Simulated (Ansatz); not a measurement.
Si built on the lonsdaleite prototype: an Ansatz output whose functional has been blanked. The cell was relaxed with r2SCAN and then strained (epitaxial +1.0 % in the xy plane, free normal strain -0.28 %), with the atoms relaxed again with r2SCAN; k points keep the names of the unstrained zone.

```yaml
crystal:
  lattice:
    - [3.87045, 0.00000, 0.00000]
    - [-1.93523, 3.35191, 0.00000]
    - [0.00000, 0.00000, 6.32341]
  atoms:
    - { symbol: Si, position: [0.33333, 0.66667, 0.99977] }
    - { symbol: Si, position: [0.66667, 0.33333, 0.49977] }
    - { symbol: Si, position: [0.33333, 0.66667, 0.37523] }
    - { symbol: Si, position: [0.66667, 0.33333, 0.87523] }
```

```
Pseudopotential: Si, paw, valence charge 4, recommended cutoff 420 eV
Crystal: 4 atoms, lattice volume = 82.036 Å³
Basis set: ecut = 420 eV, 1641 PW (Γ)
Bands: 13, of which v1, the nominal top of the filled ones, is band 8 counted from 1 (7 counted from 0)
Symmetry: 24 space group operations
Space group: P63/mmc (ITA 194)
k-points: 57 of 576
preconditioner: auto → none  [insulator: Δε(μ)=0.420 eV  σ=0.020 eV  ℏωp=16.4 eV]
SCF 1 converged in 6 iterations: F = -2543.193496 eV  dr2 = 3.10e-11
SCF converged after 6 iterations
Free energy (F): -2543.193496 eV
Fermi energy:    6.406803 eV
--- Per-component energies (eV) ---
  E_band       = 15.750744
  E_kinetic    = 160.140288
  E_local      = -113.811025
  E_nonlocal   = 103.381019
  E_hartree    = 31.043930
  E_xc         = -220.169505
  E_vxc        = -186.215765
  E_paw        = -2051.039231
  E_vpaw       = -9.831633
  E_ewald      = -452.738997
--- Forces (eV/Å), atoms counted from 1 ---
  atom   1  Si      0.00000      0.00000    -0.01121
  atom   2  Si      0.00000      0.00000    -0.01121
  atom   3  Si      0.00000      0.00000      0.01121
  atom   4  Si      0.00000      0.00000      0.01121
--- Stress (GPa, compression-positive) ---
       -0.916800       0.000000       0.000000
        0.000000      -0.916800       0.000000
        0.000000       0.000000       1.035762
  P = ⅓ Tr σ = -0.2659 GPa (-2.659 kbar)
--- Band table (eV; the first three rows and the last of 57) ---
  k-point 0: bands = […, -0.8747, 4.6654, 4.6654, 5.9484, 6.2007, 6.2007, 7.0656, 8.1816, 8.1816, 8.7134, …]
  k-point 1: bands = […, 0.1271, 4.3867, 4.8222, 4.8222, 5.8559, 5.8559, 7.2744, 8.4974, 8.4974, 8.6884, …]
  k-point 2: bands = […, 2.1093, 2.1093, 5.2625, 5.2625, 5.2625, 5.2625, 7.8719, 7.8719, 9.1662, 9.1662, …]
  k-point 56: bands = […, -1.1304, -1.1304, 1.8482, 1.8482, 4.3182, 4.3182, 7.8397, 7.8397, 9.9384, 9.9384, …]
```

Levels at the listed points, from bands.tsv (eV from the Fermi energy, bands near the gap, counted from 0):
```tsv
# k_distance	band_3	band_4	band_5	band_6	band_7	band_8	band_9	band_10	band_11
# fermi_ev = 6.406803
# [0, 0, 0] at k_distance = 0.000000
# [0.5, 0, 0] at k_distance = 0.937255
# [0.3333333333, 0.3333333333, 0] at k_distance = 1.478379
# [0, 0, 0.5] at k_distance = 2.669216
# [0.5, 0, 0.5] at k_distance = 3.606471
# [0.3333333333, 0.3333333333, 0.5] at k_distance = 4.147595
# [0, 0.5, 0] at k_distance = 4.882201
# levels_relative_to = fermi_ev
0.000	-1.741	-1.741	-0.458	-0.206	-0.206	0.659	1.775	1.775	2.307
0.937	-6.072	-4.751	-3.228	-3.089	-1.598	0.215	2.137	2.900	2.930
1.478	-6.700	-5.263	-3.689	-3.689	-3.403	0.751	5.148	5.247	5.247
2.669	-4.297	-1.144	-1.144	-1.144	-1.144	1.465	1.465	2.759	2.759
3.606	-7.361	-2.588	-2.588	-2.542	-2.542	0.747	0.747	1.544	1.544
4.148	-7.537	-4.559	-4.559	-2.089	-2.089	1.433	1.433	3.532	3.532
4.882	-6.072	-4.751	-3.228	-3.089	-1.598	0.215	2.137	2.900	2.930
```
In order the rows are Γ, M, K, A, L, H, M.

**Question.** Which functional gave these numbers?
A. Hartree-Fock
B. PBE
C. r2SCAN
D. LDA

**Answer.** B. PBE. There is no exchange loop, so no exact exchange. PBE gives an indirect gap of 0.42 eV, from Γ to M; the least direct gap is 0.86 eV at Γ. The log narrows the family; the member has to be judged from the numbers.

Run as `ansatz run input.yaml --threads 2 --pin off --max-ram 18432MiB --backend cpu --events-out ev --progress --plain --runs-dir out`. It took 1.7 s on 2 threads of AMD EPYC 7R13 Processor (Zen 3) (shared host), load about 1.1 per core; peak host memory 0.48 GiB.

Calculated for a static, non-magnetic cell.
